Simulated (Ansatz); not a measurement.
Relaxation path: S (beta tin type)

DFT, PBE, PAW with Ansatz's default frozen-core files, scalar-relativistic (Ansatz 0.2.0); a Γ-centred 17×17×17 k mesh, Fermi–Dirac smearing of 0.1 eV, no spin polarisation. The run relaxes shape and atoms at held volume.

Command: `ansatz run input.yaml --threads 1 --pin off --max-ram 2048MiB --backend cpu --events-out ev --progress --plain --runs-dir out` It took 39 s on 1 thread of Arm Neoverse V2, with other jobs on the host, peak memory 0.41 GiB.

```yaml
crystal:
  lattice:
    - [-2.6403780586, 2.6403780586, 1.0949817077]
    - [2.6403780586, -2.6403780586, 1.0949817077]
    - [2.6403780586, 2.6403780586, -1.0949817077]
  atoms:
    - { symbol: S, position: [-0.375, -0.125, -0.25] }
    - { symbol: S, position: [0.375, 0.125, 0.25] }
kpoints:
  mp_grid: { grid: [17, 17, 17] }
scf:
  occupations: { method: fermi_dirac, width: 0.1 }
hamiltonian:
  xc: pbe
  pseudopotentials: { kind: paw }
output:
  forces: true
  stress: true
  write_density: true
  write_potential: true
  elf: true
  volumetric_format: npy
relax:
  f_tol: 0.005
  max_steps: 30
  cell: { stress_tol: 0.08, fix: [volume] }
```

Each step lists its free energy a cell above the last geometry, the pressure, the cell vectors (Å), and Cartesian positions (Å) with forces (eV/Å).

The first step:

```
step 1  dF = 77.19 meV  P = 18.31 GPa
  cell -2.6404 2.6404 1.0950  2.6404 -2.6404 1.0950  2.6404 2.6404 -1.0950
  S 0.0000 -1.3202 -0.2737   0.0000 0.0000 0.0000
  S 0.0000 1.3202 0.2737   0.0000 0.0000 0.0000
```

Where does the relaxation end, and by which steps?

After 5 geometries, with conventional a, b, c = 5.113, 5.113, 2.336 Å, at 15.268 Å³/atom and 14.56 GPa in space group I4_1/amd, with a shortest distance of 2.336 Å. The further steps:
```
step 2  dF = 54.81 meV  P = 17.49 GPa
  cell -2.6258 2.6258 1.1072  2.6258 -2.6258 1.1072  2.6258 2.6258 -1.1072
  S 0.0000 -1.3129 -0.2768   0.0000 0.0000 0.0000
  S 0.0000 1.3129 0.2768   0.0000 0.0000 0.0000
step 3  dF = 0.48 meV  P = 14.73 GPa
  cell -2.5627 2.5627 1.1623  2.5627 -2.5627 1.1623  2.5627 2.5627 -1.1623
  S 0.0000 -1.2814 -0.2906   0.0000 0.0000 0.0000
  S 0.0000 1.2814 0.2906   0.0000 0.0000 0.0000
step 4  dF = 0.03 meV  P = 14.51 GPa
  cell -2.5552 2.5552 1.1692  2.5552 -2.5552 1.1692  2.5552 2.5552 -1.1692
  S 0.0000 -1.2776 -0.2923   0.0000 0.0000 0.0000
  S 0.0000 1.2776 0.2923   0.0000 0.0000 0.0000
step 5  dF = 0.00 meV  P = 14.55 GPa
  cell -2.5567 2.5567 1.1678  2.5567 -2.5567 1.1678  2.5567 2.5567 -1.1678
  S 0.0000 -1.2783 -0.2920   0.0000 0.0000 0.0000
  S 0.0000 1.2783 0.2920   0.0000 0.0000 0.0000
step 6  dF = -0.17 meV  P = 14.56 GPa  (same geometry on a basis chosen anew; earlier energies don't compare to the last digit)
  cell -2.5567 2.5567 1.1678  2.5567 -2.5567 1.1678  2.5567 2.5567 -1.1678
  S 0.0000 -1.2783 -0.2920   0.0000 0.0000 0.0000
  S 0.0000 1.2783 0.2920   0.0000 0.0000 0.0000
```
